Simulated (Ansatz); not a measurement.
# Te2Mo: the cost of one run

Computed with Ansatz 0.2.0 (DFT PBEsol, scalar-relativistic, plane waves, PAW).

**1. The structure to begin with**

Symmetry: Pmn2_1, No. 31, orthorhombic system. The conventional cell has a = 3.470 Å, b = 6.332 Å, c = 13.274 Å, α = 90.00°, β = 90.00°, γ = 90.00°. Around Te (site symmetry m) lie 3 Mo at 2.79 to 2.80 Å. Te (site symmetry m) is surrounded by 3 Mo at 2.70 to 2.71 Å. Around Te (site symmetry m) lie 3 Mo at 2.78 to 2.80 Å. Mo (site symmetry m) has 6 Te at 2.71 to 2.80 Å and 2 Mo at 2.88 Å as nearest neighbours. Around Mo (site symmetry m) lie 6 Te at 2.70 to 2.80 Å and 2 Mo at 2.88 Å.

Coordinates:

```cif
data_structure
_symmetry_space_group_name_H-M 'Pmn2_1'
_symmetry_Int_Tables_number 31
_cell_length_a 3.4703
_cell_length_b 6.3321
_cell_length_c 13.2736
_cell_angle_alpha 90.000
_cell_angle_beta 90.000
_cell_angle_gamma 90.000
_cell_volume 291.68
loop_
_atom_site_label
_atom_site_type_symbol
_atom_site_symmetry_multiplicity
_atom_site_Wyckoff_symbol
_atom_site_fract_x
_atom_site_fract_y
_atom_site_fract_z
_atom_site_occupancy
Te1 Te 2 a 0.50000 0.71444 0.90033 1
Te2 Te 2 a 0.00000 0.63985 0.66259 1
Te3 Te 2 a 0.50000 0.14291 0.61403 1
Te4 Te 2 a 0.00000 0.20702 0.85239 1
Mo1 Mo 2 a 0.00000 0.46670 0.01473 1
Mo2 Mo 2 a 0.50000 0.10452 0.00014 1
```

This cell was relaxed beforehand with the same method: volume 24.31 Å³/atom, gap on the mesh none (metal).

**2. Relaxing with PBEsol**

File input.yaml:

```yaml
crystal:
  lattice:
    - [3.4703394888, 0.0, 0.0]
    - [0.0, 6.3320708759, 0.0]
    - [0.0, 0.0, 13.2735651384]
  atoms:
    - { symbol: Te, position: [0.5, 0.7144379106, 0.9003262481] }
    - { symbol: Te, position: [0.0, 0.2855620894, 0.4003262481] }
    - { symbol: Te, position: [0.0, 0.6398486517, 0.662589939] }
    - { symbol: Te, position: [0.5, 0.3601513483, 0.162589939] }
    - { symbol: Te, position: [0.5, 0.1429075267, 0.6140311854] }
    - { symbol: Te, position: [0.0, 0.8570924733, 0.1140311854] }
    - { symbol: Te, position: [0.0, 0.2070178687, 0.8523903879] }
    - { symbol: Te, position: [0.5, 0.7929821313, 0.3523903879] }
    - { symbol: Mo, position: [0.0, 0.4667047772, 0.0147257786] }
    - { symbol: Mo, position: [0.5, 0.5332952228, 0.5147257786] }
    - { symbol: Mo, position: [0.5, 0.1045192262, 0.000136461] }
    - { symbol: Mo, position: [0.0, 0.8954807738, 0.500136461] }
basis:
  ecutwfc: 420
kpoints:
  mp_grid: { grid: [10, 6, 4] }
hamiltonian:
  xc: pbesol
scf:
  occupations: { method: gaussian, width: 0.1 }
output:
  forces: true
  stress: true
  eigenvalues: true
relax:
  adjacent_minimum: "off"
  f_tol: 0.005
  max_steps: 50
  cell: { stress_tol: 0.05 }
```

Run with:

```sh
ansatz run input.yaml --threads 8 --pin off --max-ram 22528MiB --backend cpu --events-out ev --progress --plain --runs-dir out
```

**Question.** How long does this run take on 8 threads of Intel Xeon Platinum 8259CL at 2.50GHz (Skylake/Cascade Lake), shared host, and how much memory does it need?

About 4.4 min, with a peak of 2.8 GiB.
